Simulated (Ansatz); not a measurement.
Consider the following.

```xyz
2
Lattice="0.0000 0.0000 -4.3190 -2.2268 3.1492 -2.1595 2.2268 3.1492 -2.1595" Properties=species:S:1:pos:R:3 pbc="T T T"
Te     0.0000     4.7106    -6.4784
Zn     0.0000     0.0133    -4.3190
```

No spin polarisation.

Computed with plane-wave PAW DFT at the PBE level (Ansatz, a program for electronic structure, 420 eV), no SOC, earlier PAW set. Γ-centred 9×9×9 mesh, Fermi–Dirac width 0.05 eV.

**Question.** What band gap does the calculation give?

**Answer.** 0.84 eV.

**Question.** Estimate the pressure (mean of the normal stresses, compression positive).

**Answer.** -10.7 kbar.

A biaxial case was relaxed in a doubled cell and then solved in the primitive one. Spin-orbit coupling, missing from the scalar runs, can matter with Te. The cells carry an imposed strain or load. Stability against distortions was not tested. The cell was made from ZnTe in the zinc blende structure (space group F-43m, No. 216) by this change: biaxial strain +1.93 %, plane normal [110], relaxed out of plane.
